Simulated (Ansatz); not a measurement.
# Co: one cell, many SCF starts, part 2 of 2

Is Co magnetic at this level, in which order, and do all starts find it? Single-point runs from several starts follow. We look at Co: the measured crystal structure (space group Fm-3m, primitive cell doubled), with 2 atoms per cell. Source: COD entry 9012937; the sample's temperature and pressure aren't taken into account.

Ansatz 0.2.0; DFT PBE, PAW, plane waves, scalar-relativistic.

## 7. Moments ++ scaled by 0.65, plain SCF

The COD cell was measured well above room temperature, so it is larger than a cold one.

input.yaml

```yaml
crystal:
  lattice:
    - [0.0, 3.5921, 3.5921]
    - [1.79605, 0.0, 1.79605]
    - [1.79605, 1.79605, 0.0]
  atoms:
    - { symbol: Co, position: [0.0, 0.0, 0.0], spin: 1.95 }
    - { symbol: Co, position: [0.5, 0.0, 0.0], spin: 1.95 }
magnetization:
  spin_polarized: true
hamiltonian:
  xc: pbe
  pseudopotentials: { kind: paw }
basis:
  ecutwfc: 420
kpoints:
  mp_grid: { grid: [7, 14, 14] }
scf:
  occupations: { method: fermi_dirac, width: 0.1 }
  lower_state_search: "off"
output:
  forces: true
  stress: true
```

Output, cut to the lines that bear on the results:

```text
[... 10 lines as in an earlier run ...]
Bands: 23, of which v1, the nominal top of the filled ones, is band 17 counted from 1 (16 counted from 0)
[... 8 lines as in an earlier run ...]
Starting moments: Σ|m| = 3.9 μB on 2 of 2 sites
[... 2 lines as in an earlier run ...]
[...]
SCF iter   1: F=—  HF=-10252.086564 eV  |F-HF|=—  |Δ(HF+E_count)|=         —  Δρ=4.00e-2 (↑1.70e-2 ↓4.00e-2)  dr2=1.42e-1  dr2_m=1.33e-1  M=3.430 μB ∫|m|=3.509 μB  β_m=0.30  ethr=4.17e-4  ⟨swp⟩=1.0  Hψ=33178  notcnv=0
[...]
spin-set hold released at iteration 9 (site moments contracting): the magnetisation degrees of freedom join the quasi-Newton model from the next iteration; the mixer history was flushed
[...]
SCF iter  15: F=-10252.262773 eV  HF=-10252.262773 eV  |F-HF|=5.05e-9  |Δ(HF+E_count)|=   9.58e-8  Δρ=6.12e-6 (↑1.15e-6 ↓6.12e-6)  dr2=1.08e-9  dr2_m=2.37e-9  M=3.429 μB ∫|m|=3.750 μB  ethr=2.76e-11  ⟨swp⟩=1.1  Hψ=19733  notcnv=0
[...]
SCF converged after 15 iterations
Magnetization: 3.4287 μB (18.7143 up, 15.2857 down)
Absolute magnetization: 3.7510 μB (∫|ρ↑−ρ↓|, with the PAW one-centre terms)
Spin contamination: 0.0615 ħ² per cell (⟨S²⟩ above its minimum at these occupations)
Per-site moments (μB) at R_I (Å): [(1.7878622401970203, 1.0477492858388313), (1.7878622401970201, 1.0477492858388313)]
Free energy (F): -10252.262773 eV
[...]
E sigma→0 (E₀):  -10252.223111 eV
Entropy (-TS):   -0.079325 eV (-39.663 meV/atom)
Fermi energy:    17.386930 eV
[... 24 lines left out: energy terms, forces, stress ...]
```

It took 3.5 s on 2 threads of an x86-64 CPU, shared host; peak memory 0.48 GiB.

This is the state of step 2 again (ferromagnetic), after 15 iterations.

## 8. A moment on one site alone, plain SCF

Edit input.yaml of step 7 so:

```diff
@@ -6,4 +6,4 @@
   atoms:
-    - { symbol: Co, position: [0.0, 0.0, 0.0], spin: 1.95 }
-    - { symbol: Co, position: [0.5, 0.0, 0.0], spin: 1.95 }
+    - { symbol: Co, position: [0.0, 0.0, 0.0], spin: 3.0 }
+    - { symbol: Co, position: [0.5, 0.0, 0.0] }
 magnetization:
```

Output, cut to the lines that bear on the results:

```text
[... 13 lines as in an earlier run ...]
Magnetic group: BNS 166.97 (UNI 1327), of the structure as read, at distance tolerance 2.9e-5 Å
[... 5 lines as in an earlier run ...]
Starting moments: Σ|m| = 3 μB on 1 of 2 sites
[... 2 lines as in an earlier run ...]
SCF iter   1: F=—  HF=-10252.015839 eV  |F-HF|=—  |Δ(HF+E_count)|=         —  Δρ=1.23e-1 (↑1.23e-1 ↓5.75e-2)  dr2=6.98e0  dr2_m=4.08e-1  M=2.836 μB ∫|m|=2.918 μB  β_m=0.30  ethr=3.10e-3  ⟨swp⟩=4.9  Hψ=24308  notcnv=0
[...]
spin-set hold released at iteration 7 (the charge has settled, or the pull on large starting moments outlasts its swing): the magnetisation degrees of freedom join the quasi-Newton model from the next iteration; the mixer history was flushed
[...]
SCF iter  21: F=-10252.262773 eV  HF=-10252.262773 eV  |F-HF|=7.07e-8  |Δ(HF+E_count)|=   1.51e-8  Δρ=1.57e-5 (↑4.94e-6 ↓1.57e-5)  dr2=8.20e-8  dr2_m=1.06e-8  M=3.429 μB ∫|m|=3.750 μB  ethr=2.94e-10  ⟨swp⟩=2.6  Hψ=19874  notcnv=0
[...]
SCF converged after 21 iterations
Magnetization: 3.4287 μB (18.7143 up, 15.2857 down)
Absolute magnetization: 3.7510 μB (∫|ρ↑−ρ↓|, with the PAW one-centre terms)
Spin contamination: 0.0615 ħ² per cell (⟨S²⟩ above its minimum at these occupations)
Per-site moments (μB) at R_I (Å): [(1.7878313322101578, 1.0477492858388313), (1.7879145181914282, 1.0477492858388313)]
Free energy (F): -10252.262773 eV
[...]
E sigma→0 (E₀):  -10252.223112 eV
Entropy (-TS):   -0.079324 eV (-39.662 meV/atom)
Fermi energy:    17.386982 eV
[... 24 lines left out: energy terms, forces, stress ...]
```

Run time: 4.3 s. Hardware: 2 threads of an x86-64 CPU, shared host; peak memory 0.49 GiB.

This is the state of step 2 again (ferromagnetic), after 21 iterations.

## 9. Parallel moments, Broyden mixing, no switch to direct minimisation

Edit input.yaml of step 8 so:

```diff
@@ -7,3 +7,3 @@
     - { symbol: Co, position: [0.0, 0.0, 0.0], spin: 3.0 }
-    - { symbol: Co, position: [0.5, 0.0, 0.0] }
+    - { symbol: Co, position: [0.5, 0.0, 0.0], spin: 3.0 }
 magnetization:
@@ -20,2 +20,4 @@
   lower_state_search: "off"
+  algorithm: density_mixing
+  mixing: { algorithm: broyden, beta: 0.3 }
 output:
```

Output, cut to the lines that bear on the results:

```text
[... 19 lines as in an earlier run ...]
Starting moments: Σ|m| = 6 μB on 2 of 2 sites
[... 3 lines as in an earlier run ...]
SCF iter   1: F=—  HF=-10251.811404 eV  |F-HF|=—  |Δ(HF+E_count)|=         —  Δρ=1.14e-1 (↑1.14e-1 ↓7.68e-2)  dr2=2.54e-1  dr2_m=1.91e0  M=3.896 μB ∫|m|=4.101 μB  β_m=0.85  ethr=7.49e-4  ⟨swp⟩=1.0  Hψ=34634  notcnv=0
[...]
[... 1 line as in an earlier run ...]
[...]
SCF iter  14: F=-10252.262773 eV  HF=-10252.262773 eV  |F-HF|=2.77e-8  |Δ(HF+E_count)|=   2.89e-8  Δρ=2.58e-6 (↑2.13e-6 ↓2.58e-6)  dr2=6.61e-11  dr2_m=1.16e-9  M=3.429 μB ∫|m|=3.750 μB  ethr=1.00e-12  ⟨swp⟩=2.9  Hψ=15733  notcnv=0
[...]
this state was not tested for a lower state beside it, because the mixer in use, unlike msr1, does not test its closes by its own steps (another_mixer; see scf.mixing.algorithm and scf.lower_state_search)
SCF converged after 14 iterations
Magnetization: 3.4286 μB (18.7143 up, 15.2857 down)
Absolute magnetization: 3.7509 μB (∫|ρ↑−ρ↓|, with the PAW one-centre terms)
Spin contamination: 0.0615 ħ² per cell (⟨S²⟩ above its minimum at these occupations)
Per-site moments (μB) at R_I (Å): [(1.7878205272034213, 1.0477492858388313), (1.7878205272034213, 1.0477492858388313)]
Free energy (F): -10252.262773 eV
[...]
E sigma→0 (E₀):  -10252.223109 eV
Entropy (-TS):   -0.079328 eV (-39.664 meV/atom)
Fermi energy:    17.386898 eV
[... 24 lines left out: energy terms, forces, stress ...]
```

Wall time 3 s (2 threads of an x86-64 CPU, shared host); peak memory 0.48 GiB.

This is the state of step 2 again (ferromagnetic), after 14 iterations.

## 10. Parallel moments, spin not held back in the first iterations, no switch to direct minimisation

Edit input.yaml of step 9 so:

```diff
@@ -21,3 +21,3 @@
   algorithm: density_mixing
-  mixing: { algorithm: broyden, beta: 0.3 }
+  mixing: { spin_hold: "off" }
 output:
```

Output, cut to the lines that bear on the results:

```text
[... 19 lines as in an earlier run ...]
Starting moments: Σ|m| = 6 μB on 2 of 2 sites
[... 2 lines as in an earlier run ...]
[...]
SCF iter   1: F=—  HF=-10251.581020 eV  |F-HF|=—  |Δ(HF+E_count)|=         —  Δρ=1.09e-1 (↑1.09e-1 ↓7.64e-2)  dr2=2.30e-1  dr2_m=1.78e0  M=3.884 μB ∫|m|=4.009 μB  β_m=0.30  ethr=6.78e-4  ⟨swp⟩=1.0  Hψ=34608  notcnv=0
[...]
SCF iter   8: F=-10252.262773 eV  HF=-10252.262773 eV  |F-HF|=3.22e-8  |Δ(HF+E_count)|=   1.20e-6  Δρ=2.30e-5 (↑2.30e-5 ↓1.17e-5)  dr2=2.61e-8  dr2_m=3.97e-8  M=3.429 μB ∫|m|=3.750 μB  ethr=2.94e-10  ⟨swp⟩=2.6  Hψ=25704  notcnv=0
[...]
SCF converged after 8 iterations
Magnetization: 3.4286 μB (18.7143 up, 15.2857 down)
Absolute magnetization: 3.7511 μB (∫|ρ↑−ρ↓|, with the PAW one-centre terms)
Spin contamination: 0.0615 ħ² per cell (⟨S²⟩ above its minimum at these occupations)
Per-site moments (μB) at R_I (Å): [(1.7878615774161037, 1.0477492858388313), (1.7878615774161037, 1.0477492858388313)]
Free energy (F): -10252.262773 eV
[...]
E sigma→0 (E₀):  -10252.223110 eV
Entropy (-TS):   -0.079328 eV (-39.664 meV/atom)
Fermi energy:    17.386904 eV
[... 24 lines left out: energy terms, forces, stress ...]
```

It took 2.6 s on 2 threads of an x86-64 CPU, shared host; peak memory 0.48 GiB.

Nothing new: the 8 iterations lead to the state found in step 2 (ferromagnetic).

## 11. Comparing the starts

| step | iterations | state | moments of Co1 Co2 (μB) | total (μB) | gap (eV) | pressure (GPa) | above lowest (meV/atom) |
| --- | --- | --- | --- | --- | --- | --- | --- |
| 2 | 9 | 1 | 1.79 1.79 | 3.43 | none | -10.3 | 0.0 |
| 3 | 12 | 2 | 1.23 -1.23 | 0.00 | none | -14.9 | 210 |
| 4 | 6 | 3 | 0.00 0.00 | 0.00 | none | -21.8 | 236 |
| 5 | 10 | 1 | 1.79 1.79 | 3.43 | none | -10.3 | 0.0 |
| 6 | 20 | 1 | 1.79 1.79 | 3.43 | none | -10.3 | 0.0 |
| 7 | 15 | 1 | 1.79 1.79 | 3.43 | none | -10.3 | 0.0 |
| 8 | 21 | 1 | 1.79 1.79 | 3.43 | none | -10.3 | 0.0 |
| 9 | 14 | 1 | 1.79 1.79 | 3.43 | none | -10.3 | 0.0 |
| 10 | 8 | 1 | 1.79 1.79 | 3.43 | none | -10.3 | 0.0 |

States are numbered from the lowest. Starts by step: 2 parallel moments, plain SCF; 3 opposed moments +-, plain SCF; 4 no spin polarisation; 5 spin on, no moments given (the program may seed its own), plain SCF; 6 parallel moments scaled by 0.1, plain SCF; 7 moments ++ scaled by 0.65, plain SCF; 8 a moment on one site alone, plain SCF; 9 parallel moments, Broyden mixing, no switch to direct minimisation; 10 parallel moments, spin not held back in the first iterations, no switch to direct minimisation.

The 9 runs of this session took 25 s in all, from 0.91 s to 4.5 s each.

Decimal logarithm of the largest residual (eV) by iteration, counted through all cycles of a run (7 of the 9 runs):

| iteration | step 2 | step 3 | step 4 | step 5 | step 6 | step 7 | step 8 |
| --- | --- | --- | --- | --- | --- | --- | --- |
| 1 | 0.3 | 0.4 | -4.0 | 1.3 | -0.6 | -0.8 | 0.8 |
| 2 | 0.1 | 0.2 | -4.5 | -0.8 | -1.4 | -1.1 | 1.5 |
| 3 | 0.2 | 0.3 | -6.1 | -1.5 | -1.4 | -1.3 | 0.0 |
| 4 | -1.8 | -1.4 | -7.0 | -1.7 | -1.3 | -1.5 | 0.1 |
| 5 | -2.0 | -1.7 | -7.6 | -2.5 | -1.2 | -2.4 | -0.1 |
| 6 | -4.1 | -3.1 | -10.4 | -3.8 | -1.1 | -3.2 | -0.1 |
| 8 | -6.1 | -3.9 | - | -5.8 | -0.9 | -3.4 | 1.3 |
| 10 | - | -6.5 | - | -9.6 | -1.0 | -3.9 | -0.3 |
| 12 | - | -8.1 | - | - | -1.7 | -3.3 | -1.3 |
| 14 | - | - | - | - | -1.6 | -7.3 | -1.5 |
| 16 | - | - | - | - | -0.9 | - | -4.2 |
| 17 | - | - | - | - | -4.6 | - | -4.2 |
| 19 | - | - | - | - | -6.8 | - | -5.7 |
| 21 | - | - | - | - | - | - | -7.1 |

## 12. Summary of results

What follows sums up all 2 parts.

```
                      quantity                                                     value
               distinct states                                   3 from 9 converged runs
lowest state from plain starts                                             ferromagnetic
                   its moments                                     Co1 1.79, Co2 1.79 μB
                  total moment                                          3.43 μB per cell
             gap on the k-mesh                                                      none
                      pressure                                                 -10.3 GPa
                 largest force                                                0.000 eV/Å
                    next state                    antiferromagnetic, 210 meV/atom higher
                 highest state  non-magnetic (no spin polarisation), 236 meV/atom higher
```

**Reading.** 9 runs converged, to 3 different states. Switching spin polarisation off costs 236 meV/atom in free energy, smearing entropy included. The best antiferromagnetic state lies 210 meV/atom above the best ferromagnetic one. The search isn't exhaustive: larger magnetic cells and non-collinear orders weren't tried.
